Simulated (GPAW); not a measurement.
# HgSe (F-43m) in GPAW: further runs

Aim: see how the results for HgSe move with the level of theory and the settings. Levels: RPBE+D3(BJ), PBE, PBEsol+D3. Tasks: equation of state.

All numbers are computed with GPAW 26.7.0; they aren't measurements. Logs are shortened: lines on timing, memory, paths and dates and some standing lists are left out, and cuts for length are marked. The log counts tension as positive stress, the text compression.

**What was measured.**

“The pseudo-binary mercury chalcogenide alloy HgSe0.7S0.3 at high pressure: a mechanism of the zinc blende/cinnabar reconstructive phase transition”, 2002, arxiv:cond-mat/0209548 quotes, for a bulk crystal of HgSe: bulk modulus 51.6 ± 0.2 GPa.

The results are compared with them further down.

**1. Starting point**

It takes space group F-43m (No. 216, cubic). The conventional cell has a = 6.078 Å, b = 6.078 Å, c = 6.078 Å, α = 90.00°, β = 90.00°, γ = 90.00°. Around Hg (site symmetry -43m) lie 4 Se at 2.63 Å. Se (site symmetry -43m) is surrounded by 4 Hg at 2.63 Å.

**2. Equation of state, RPBE+D3(BJ)**

Input file run.py:

```python
from ase.calculators.mixing import SumCalculator
from ase.eos import EquationOfState
from ase.io import Trajectory
from ase.spacegroup import crystal
from ase.units import GPa
from dftd3.ase import DFTD3
from gpaw import GPAW, PW

# Hg 4a
# Se 4c
atoms = crystal(['Hg', 'Se'],
                basis=[[0.0, 0.0, 0.0],
                       [0.25, 0.25, 0.25]],
                spacegroup=216, setting=1,  # F-43m
                cellpar=[6.078, 6.078, 6.078, 90.0, 90.0, 90.0],
                primitive_cell=True)

traj = Trajectory('eos.traj', 'w')
volumes, energies = [], []
for x in [0.94, 0.96, 0.98, 1.0, 1.02, 1.04, 1.06]:
    a = atoms.copy()
    a.set_cell(atoms.cell * x**(1 / 3), scale_atoms=True)
    calc = GPAW(mode=PW(600),
                xc='RPBE',
                kpts={'size': (6, 6, 6), 'gamma': True},
                occupations={'name': 'fermi-dirac', 'width': 0.05},
                nbands=18,
                convergence={'density': 1e-05, 'energy': 1e-05},
                maxiter=150,
                txt=f'eos-{x:.2f}.txt')
    a.calc = SumCalculator([calc, DFTD3(method='rpbe', damping='d3bj')])
    energies.append(a.get_potential_energy())
    volumes.append(a.get_volume())
    p = -a.get_stress()[:3].mean() / GPa
    calc.write(f'eos-{x:.2f}.gpw')
    traj.write(a)
    print(f'{x:.2f} {volumes[-1]:10.4f} A^3 {energies[-1]:14.6f} eV {p:9.3f} GPa', flush=True)

v0, e0, B = EquationOfState(volumes, energies, eos='birchmurnaghan').fit()
print(f'V0 = {v0:.4f} A^3, E0 = {e0:.6f} eV, B0 = {B / GPa:.2f} GPa')
```

Potentials or basis: the program's PAW data sets (release 1.2.1) made for this functional, pw.

The run is started by

```
$ OMP_NUM_THREADS=1 python run.py
```

Standard output:

```text
__  _  _
 | _ |_)|_||  |
 |__||  | ||/\| - 26.7.0

Input parameters:
  mode=PW(ecut=600.0),
  convergence={'density': 1e-05, 'energy': 1e-05},
  kpts=MonkhorstPack(size=(6, 6, 6), gamma=True),
  maxiter=150,
  nbands=18,
  occupations=Occupations(name='fermi-dirac', width=0.05),
  xc=XC(name='RPBE')

Diagonalizing LCAO Hamiltonian
Converting LCAO to pw mode

           Se

       Hg

Atoms  # Å, Bohr magnetons
|   | symbol |        x |        y |        z |    initial magnetic moments |
|---|--------|----------|----------|----------|-----------------------------|
| 0 |     Hg | 0.000000 | 0.000000 | 0.000000 | ( 0.0000,  0.0000,  0.0000) |
| 1 |     Se | 1.488481 | 1.488481 | 1.488481 | ( 0.0000,  0.0000,  0.0000) |

Unit cell  # Å
| periodic |        x |        y |        z |  lengths |    angles |
|----------|----------|----------|----------|----------|-----------|
|      yes | 0.000000 | 2.976962 | 2.976962 | 4.210060 | 60.000000 |
|      yes | 2.976962 | 0.000000 | 2.976962 | 4.210060 | 60.000000 |
|      yes | 2.976962 | 2.976962 | 0.000000 | 4.210060 | 60.000000 |

Number of symmetries: 24
Symmetry operations  # r_c * U_cc + t_c -> r_c
|    | kind |            matrix            |
|----|------|------------------------------|
|  0 |  E   |  1, 0, 0,  0, 1, 0,  0, 0, 1 |
|  1 |  σ   |  1, 0, 0,  0, 0, 1,  0, 1, 0 |
|  2 |  σ   |  1, 0,-1,  0, 1,-1,  0, 0,-1 |
|  3 |  C3  |  1, 0,-1,  0, 0,-1,  0, 1,-1 |
|  4 |  C3  |  1,-1, 0,  0,-1, 1,  0,-1, 0 |
|  5 |  σ   |  1,-1, 0,  0,-1, 0,  0,-1, 1 |
|  6 |  σ   |  0, 1, 0,  1, 0, 0,  0, 0, 1 |
|  7 |  C3  |  0, 1, 0,  0, 0, 1,  1, 0, 0 |
|  8 |  C2  |  0, 1,-1,  1, 0,-1,  0, 0,-1 |
|  9 |  S4  |  0, 1,-1,  0, 0,-1,  1, 0,-1 |
| 10 |  C3  |  0, 0, 1,  1, 0, 0,  0, 1, 0 |
| 11 |  σ   |  0, 0, 1,  0, 1, 0,  1, 0, 0 |
| 12 |  S4  |  0, 0,-1,  1, 0,-1,  0, 1,-1 |
| 13 |  C3  |  0, 0,-1,  0, 1,-1,  1, 0,-1 |
| 14 |  S4  |  0,-1, 1,  1,-1, 0,  0,-1, 0 |
| 15 |  C2  |  0,-1, 1,  0,-1, 0,  1,-1, 0 |
| 16 |  C3  |  0,-1, 0,  1,-1, 0,  0,-1, 1 |
| 17 |  S4  |  0,-1, 0,  0,-1, 1,  1,-1, 0 |
| 18 |  S4  | -1, 1, 0, -1, 0, 1, -1, 0, 0 |
| 19 |  C3  | -1, 1, 0, -1, 0, 0, -1, 0, 1 |
| 20 |  C3  | -1, 0, 1, -1, 1, 0, -1, 0, 0 |
| 21 |  S4  | -1, 0, 1, -1, 0, 0, -1, 1, 0 |
| 22 |  σ   | -1, 0, 0, -1, 1, 0, -1, 0, 1 |
| 23 |  C2  | -1, 0, 0, -1, 0, 1, -1, 1, 0 |

BZ-sampling:
  Number of BZ points: 216
  Number of IBZ points: 16

  Monkhorst-Pack size: [6, 6, 6]
  Monkhorst-Pack shift: [0.08333333333333333, 0.08333333333333333, 0.08333333333333333]

K-points  # in reciprocal-cell coordinates
|     |                                coordinates |     weight |
|-----|--------------------------------------------|------------|
|   0 | (  0.00000000,   0.00000000,   0.00000000) | 0.00462963 |
|   1 | (  0.16666667,   0.16666667,   0.00000000) | 0.02777778 |
|   2 | (  0.16666667,   0.16666667,   0.16666667) | 0.03703704 |
|   3 | (  0.33333333,   0.16666667,   0.16666667) | 0.05555556 |
|   4 | (  0.33333333,   0.33333333,  -0.33333333) | 0.05555556 |
|   5 | (  0.33333333,   0.33333333,   0.00000000) | 0.02777778 |
|   6 | (  0.33333333,   0.33333333,   0.16666667) | 0.11111111 |
|   7 | (  0.33333333,   0.33333333,   0.33333333) | 0.03703704 |
|   8 | (  0.50000000,   0.33333333,  -0.33333333) | 0.11111111 |
|   9 | (  0.50000000,   0.33333333,  -0.16666667) | 0.05555556 |
| ... |                                            |            |
|  15 | (  0.50000000,   0.50000000,   0.50000000) | 0.01851852 |

Plane wave coefficients: 1807
Cutoff: 600.0 eV

Spin-components: 1 (collinear spins)
Bands:           18
Projectors:      11
Spin-degeneracy: 2
Datatype:        complex128

Parallelization:
  kpt:    1
  domain: 1
  band:   1

Density:
  Valence electrons: 24.0
  Components: 1
  Grid points: [24 24 24]
  Charge: 0.0  # |e|

Potential:
  Grid points: [24 24 24]

species:
  Hg:
    name:    Mercury
    Z:       80.0
    valence: 18
    core:    62
    charge:  0.0  # [|e|]
    compensation charges:
      type: gauss
      rc: 0.41  # [Å]
      lmax: 2
    cutoffs:
      filter: 2.17  # [Å]
      core: 2.06  # [Å]
    projectors
    | kind |    occ | energy [eV] | rcut [Å] |
    |------|--------|-------------|----------|
    |   6s |  2.000 |      -6.675 |    1.307 |
    |   5p |  6.000 |     -66.504 |    1.291 |
    |   6p |  0.000 |      -1.053 |    1.291 |
    |   5d | 10.000 |      -9.841 |    1.302 |
    |    s |        |      20.536 |    1.307 |
    |    d |        |      17.370 |    1.302 |

    Using partial waves for Hg as LCAO basis

  Se:
    name:    Selenium
    Z:       34.0
    valence: 6
    core:    28
    charge:  0.0  # [|e|]
    compensation charges:
      type: gauss
      rc: 0.27  # [Å]
      lmax: 2
    cutoffs:
      filter: 1.77  # [Å]
      core: 2.67  # [Å]
    projectors
    | kind |    occ | energy [eV] | rcut [Å] |
    |------|--------|-------------|----------|
    |   4s |  2.000 |     -17.221 |    0.847 |
    |   4p |  4.000 |      -6.481 |    1.005 |
    |    s |        |       9.991 |    0.847 |
    |    p |        |      20.730 |    1.005 |
    |    d |        |       0.000 |    0.847 |

    Using partial waves for Se as LCAO basis

Reference energy: -599280.634650  # eV

eigensolver:
  PPCG
  Converge bands: occupied
  niter=2

density mixing:
  MSR1-Mixer
  Pratt-step length: 0.05
  Maximum mixing coefficient: 0.75
  Old densities: 10
  SVD Regularization: 0.005
  Good broyden scale: 1.0
  Trust region scale: 1.0
  Backstep threshold: 4.0
  History deletion threshold: 6.0
  Fourier metric: weight=20.0, sigma=0.015

occupation numbers:
  Fermi-Dirac:
    width: 0.0500  # eV

poisson solver:
  ecut: 4800.0  # eV

xc functional:
  name: RPBE with 2 nearest neighbor stencil

convergence criteria:
- Maximum integral of absolute [dens]ity change: 1e-05 electrons / valence electron
- Maximum [total energy] change in last 3 cyles: 1e-05 eV / valence electron
- Maximum integral of absolute [eigenst]ate change: 4e-08 eV^2 / valence electron
maximum number of iterations: 150

SCF iterations
|iter     | |      energy | eigst |  dens |
|---------|-|-------------|-------|-------|
|iter:   1| |   -4.044914 | -0.11 |       |
|iter:   2| |   -3.984118 | -2.20 | -1.35 |
|iter:   3| |   -3.822595 | -1.72 | -1.39 |
|iter:   4| |   -3.839803 | -2.55 | -1.89 |
|iter:   5| |   -3.846776 | -3.00 | -2.27 |
|iter:   6| |   -3.847375 | -4.17 | -3.10 |
|iter:   7| |   -3.847493 | -4.60 | -3.65 |
|iter:   8| |   -3.847495c| -6.24 | -4.27 |
|iter:   9| |   -3.847495c| -6.99 | -4.91 |
|iter:  10| |   -3.847495c| -7.71c| -5.47c|

Converged in 10 steps
Energy contributions relative to reference atoms: (reference = -599280.634650)

Energy contributions:
  Kinetic:          42.150518
  Coulomb:         -35.079757
  Zero:             -2.189810
  External:          0.000000
  Xc:               -8.727972
  Entropy:          -0.000946
  Spinorbit:         0.000000
  ----------------------------
  Free energy:      -3.847968
  Extrapolated:     -3.847495

dipole moment: (-23.960682, -23.960682, -23.960682)  # |e|*Ang

Fermi level: 5.418
Eigenvalues  # (at kpt = [0.000, 0.000, 0.000])
| band index |      eig [eV] | occ [0-2] |
|------------|---------------|-----------|
|          0 |       -57.937 |     2.000 |
|        ... |               |           |
|          5 |        -2.301 |     2.000 |
|          6 |        -2.301 |     2.000 |
|          7 |        -1.480 |     2.000 |
|          8 |        -1.480 |     2.000 |
|          9 |         4.772 |     2.000 |
|         10 |         5.382 |     1.346 |
|         11 |         5.382 |     1.346 |
|         12 |         5.382 |     1.346 |
|         13 |        10.860 |     0.000 |
|         14 |        10.860 |     0.000 |
|         15 |        10.860 |     0.000 |
|         16 |        14.426 |     0.000 |
|         17 |        16.842 |     0.000 |

No gap
No difference between direct/indirect transitions

Stress tensor  # eV/Ang^3
|         x |         y |         z |
|-----------|-----------|-----------|
| -0.075760 |  0.000000 |  0.000000 |
|  0.000000 | -0.075760 |  0.000000 |
|  0.000000 |  0.000000 | -0.075760 |

# Writing to eos-0.94.gpw (mode='')
```

Run time: 77 s. Hardware: 1 thread of Arm Neoverse V1, shared host; peak memory 0.24 GiB.

Results:

| Quantity | Value |
| --- | --- |
| Equilibrium volume | 27.15 Å³/atom |
| Bulk modulus | 62 GPa |
| Pressure derivative of the bulk modulus | 4.8 |

Energy against volume, from the lowest point:
| volume (Å³/atom) | energy (meV/atom) |
| --- | --- |
| 26.383 | 4.12 |
| 26.944 | 0.00 |
| 27.505 | 0.64 |
| 28.067 | 5.41 |
| 28.628 | 13.92 |
| 29.189 | 25.70 |
| 29.751 | 40.42 |

Spin-orbit coupling is left out, which matters for the levels of Hg.

**3. Equation of state, PBE**

Edit run.py of step 2 so:

```diff
@@ -1,2 +1 @@
-from ase.calculators.mixing import SumCalculator
 from ase.eos import EquationOfState
@@ -5,4 +4,5 @@
 from ase.units import GPa
-from dftd3.ase import DFTD3
-from gpaw import GPAW, PW
+from gpaw import GPAW, PW, setup_paths
+
+setup_paths.insert(0, '.')
 
@@ -23,3 +23,3 @@
     calc = GPAW(mode=PW(600),
-                xc='RPBE',
+                xc='PBE',
                 kpts={'size': (6, 6, 6), 'gamma': True},
@@ -30,4 +30,4 @@
                 txt=f'eos-{x:.2f}.txt')
-    a.calc = SumCalculator([calc, DFTD3(method='rpbe', damping='d3bj')])
-    energies.append(a.get_potential_energy())
+    a.calc = calc
+    energies.append(a.get_potential_energy(force_consistent=True))
     volumes.append(a.get_volume())
```

Potentials or basis: PAW data sets generated in the run's folder for this functional, pw.

The run is started by

```
$ gpaw-setup -f PBE Hg Se
$ OMP_NUM_THREADS=1 python run.py
```

Run time: 79 s. Hardware: 1 thread of Arm Neoverse V1, shared host; peak memory 0.23 GiB.

It converged, with:

* Equilibrium volume: 30.86 Å³/atom (rough: see the caveat)
* Bulk modulus: 43 GPa (rough)

Energy against volume, from the lowest point:
| volume (Å³/atom) | energy (meV/atom) |
| --- | --- |
| 26.383 | 112.73 |
| 26.944 | 81.17 |
| 27.505 | 55.51 |
| 28.067 | 35.05 |
| 28.628 | 19.32 |
| 29.189 | 7.77 |
| 29.751 | 0.00 |

Caveat: the minimum lies outside the volumes run.

**4. Equation of state, PBEsol+D3**

Input file run.py:

```python
from ase.calculators.mixing import SumCalculator
from ase.eos import EquationOfState
from ase.io import Trajectory, read
from ase.units import GPa
from dftd3.ase import DFTD3
from gpaw import GPAW, PW, setup_paths

setup_paths.insert(0, '.')

atoms = read('POSCAR')

traj = Trajectory('eos.traj', 'w')
volumes, energies = [], []
for x in [0.94, 0.96, 0.98, 1.0, 1.02, 1.04, 1.06]:
    a = atoms.copy()
    a.set_cell(atoms.cell * x**(1 / 3), scale_atoms=True)
    calc = GPAW(mode=PW(600),
                xc='PBEsol',
                kpts={'size': (6, 6, 6), 'gamma': True},
                occupations={'name': 'fermi-dirac', 'width': 0.05},
                nbands=18,
                convergence={'density': 1e-05, 'energy': 1e-05},
                maxiter=150,
                txt=f'eos-{x:.2f}.txt')
    a.calc = SumCalculator([calc, DFTD3(method='pbesol', damping='d3zero')])
    energies.append(a.get_potential_energy())
    volumes.append(a.get_volume())
    p = -a.get_stress()[:3].mean() / GPa
    calc.write(f'eos-{x:.2f}.gpw')
    traj.write(a)
    print(f'{x:.2f} {volumes[-1]:10.4f} A^3 {energies[-1]:14.6f} eV {p:9.3f} GPa', flush=True)

v0, e0, B = EquationOfState(volumes, energies, eos='birchmurnaghan').fit()
print(f'V0 = {v0:.4f} A^3, E0 = {e0:.6f} eV, B0 = {B / GPa:.2f} GPa')
```

Input file POSCAR:

```
HgSe
1.0
    0.0000000000      3.0390000000      3.0390000000
    3.0390000000      0.0000000000      3.0390000000
    3.0390000000      3.0390000000      0.0000000000
Hg Se
1 1
Direct
    0.0000000000      0.0000000000      0.0000000000
    0.7500000000      0.7500000000      0.7500000000
```

Potentials or basis: PAW data sets generated in the run's folder for this functional, pw.

The run is started by

```
$ gpaw-setup -f PBEsol Hg Se
$ OMP_NUM_THREADS=1 python run.py
```

Standard output:

```text
__  _  _
 | _ |_)|_||  |
 |__||  | ||/\| - 26.7.0

Input parameters:
  mode=PW(ecut=600.0),
  convergence={'density': 1e-05, 'energy': 1e-05},
  kpts=MonkhorstPack(size=(6, 6, 6), gamma=True),
  maxiter=150,
  nbands=18,
  occupations=Occupations(name='fermi-dirac', width=0.05),
  xc=XC(name='PBEsol')

Diagonalizing LCAO Hamiltonian
Converting LCAO to pw mode

                     Se

       Hg

Atoms  # Å, Bohr magnetons
|   | symbol |        x |        y |        z |    initial magnetic moments |
|---|--------|----------|----------|----------|-----------------------------|
| 0 |     Hg | 0.000000 | 0.000000 | 0.000000 | ( 0.0000,  0.0000,  0.0000) |
| 1 |     Se | 4.465443 | 4.465443 | 4.465443 | ( 0.0000,  0.0000,  0.0000) |

Unit cell  # Å
| periodic |        x |        y |        z |  lengths |    angles |
|----------|----------|----------|----------|----------|-----------|
|      yes | 0.000000 | 2.976962 | 2.976962 | 4.210060 | 60.000000 |
|      yes | 2.976962 | 0.000000 | 2.976962 | 4.210060 | 60.000000 |
|      yes | 2.976962 | 2.976962 | 0.000000 | 4.210060 | 60.000000 |

[... 172 lines left out ...]

Converged in 9 steps
Energy contributions relative to reference atoms: (reference = -599068.620163)

Energy contributions:
  Kinetic:          36.527310
  Coulomb:         -30.228972
  Zero:             -2.222157
  External:          0.000000
  Xc:               -9.582681
  Entropy:          -0.000940
  Spinorbit:         0.000000
  ----------------------------
  Free energy:      -5.507441
  Extrapolated:     -5.506971

dipole moment: (-17.023113, -17.023113, -17.023113)  # |e|*Ang

Fermi level: 5.168
Eigenvalues  # (at kpt = [0.000, 0.000, 0.000])
| band index |      eig [eV] | occ [0-2] |
|------------|---------------|-----------|
|          0 |       -58.191 |     2.000 |
|        ... |               |           |
|          5 |        -2.554 |     2.000 |
|          6 |        -2.554 |     2.000 |
|          7 |        -1.721 |     2.000 |
|          8 |        -1.721 |     2.000 |
|          9 |         4.275 |     2.000 |
|         10 |         5.132 |     1.345 |
|         11 |         5.132 |     1.345 |
|         12 |         5.132 |     1.345 |
|         13 |        10.479 |     0.000 |
|         14 |        10.479 |     0.000 |
|         15 |        10.479 |     0.000 |
|         16 |        13.697 |     0.000 |
|         17 |        16.547 |     0.000 |

No gap
No difference between direct/indirect transitions

Stress tensor  # eV/Ang^3
|         x |         y |         z |
|-----------|-----------|-----------|
| -0.039425 | -0.000000 | -0.000000 |
| -0.000000 | -0.039425 |  0.000000 |
| -0.000000 |  0.000000 | -0.039425 |

# Writing to eos-0.94.gpw (mode='')
```

stdout:

```text
0.94    52.7655 A^3      -6.040288 eV     3.938 GPa
0.96    53.8882 A^3      -6.062596 eV     2.409 GPa
0.98    55.0108 A^3      -6.074748 eV     1.057 GPa
1.00    56.1335 A^3      -6.078062 eV    -0.136 GPa
1.02    57.2562 A^3      -6.073481 eV    -1.190 GPa
1.04    58.3788 A^3      -6.061990 eV    -2.120 GPa
1.06    59.5015 A^3      -6.044346 eV    -2.941 GPa
V0 = 56.0192 A^3, E0 = -6.078098 eV, B0 = 56.61 GPa
```

eos-1.00.txt:

```text
SCF iterations
|iter     | |      energy | eigst |  dens |
|---------|-|-------------|-------|-------|
|iter:   1| |   -5.796035 | -0.16 |       |
|iter:   2| |   -5.736695 | -2.21 | -1.39 |
|iter:   3| |   -5.576326 | -1.85 | -1.43 |
|iter:   4| |   -5.587219 | -2.71 | -1.91 |
|iter:   5| |   -5.591357 | -3.23 | -2.30 |
[... 37 lines left out ...]
|         14 |         9.771 |     0.000 |
|         15 |         9.771 |     0.000 |
|         16 |        12.771 |     0.000 |
|         17 |        15.633 |     0.000 |

No gap
No difference between direct/indirect transitions

Stress tensor  # eV/Ang^3
|         x |         y |         z |
|-----------|-----------|-----------|
| -0.012142 |  0.000000 | -0.000000 |
|  0.000000 | -0.012142 |  0.000000 |
| -0.000000 |  0.000000 | -0.012142 |

# Writing to eos-1.00.gpw (mode='')
```

Wall time 79 s (1 thread of Arm Neoverse V1, shared host); peak memory 0.26 GiB.

Results:

```yaml
Equilibrium_volume: 28.01 Å³/atom
Bulk_modulus: 57 GPa
Pressure_derivative_of_the_bulk_modulus: 5.2
```

Energy against volume, from the lowest point:
```
volume (Å³/atom)  energy (meV/atom)
          26.383              18.90
          26.944               7.74
          27.505               1.66
          28.067               0.00
          28.628               2.29
          29.189               8.03
          29.751              16.84
```

**5. The runs side by side**

```tsv
level	potentials or basis	V0 of scaled cells (Å³/atom)	B0 (GPa)
RPBE+D3(BJ)	the program's PAW data sets (release 1.2.1) made for this functional, pw	27.15	62
PBE	PAW data sets generated in the run's folder for this functional, pw	-	-
PBEsol+D3	PAW data sets generated in the run's folder for this functional, pw	28.01	57
```

Alike in all rows: task equation of state; no spin polarisation; cell as given; k mesh 6 × 6 × 6; cutoff (eV) 600; smearing fermi-dirac 0.05 eV.

Caveats: the minimum lies outside the volumes run (some runs).

Total energies depend on the potentials used, so only differences within one code and one set of settings carry meaning.

**6. How close it comes**

Step 2. A measured bulk modulus of HgSe is 51.6 GPa (quoted in “The pseudo-binary mercury chalcogenide alloy HgSe0.7S0.3 at high pressure: a mechanism of the zinc blende/cinnabar reconstructive phase transition”, 2002, arxiv:cond-mat/0209548); the calculated 62 GPa misses it by +20.6 %. The fit is for a static lattice scaled at fixed shape and fixed fractional positions.

Step 4. Against the measured bulk modulus of HgSe, 51.6 GPa (quoted in “The pseudo-binary mercury chalcogenide alloy HgSe0.7S0.3 at high pressure: a mechanism of the zinc blende/cinnabar reconstructive phase transition”, 2002, arxiv:cond-mat/0209548), the calculated 57 GPa is off by +9.7 %. The fit is for a static lattice scaled at fixed shape and fixed fractional positions.
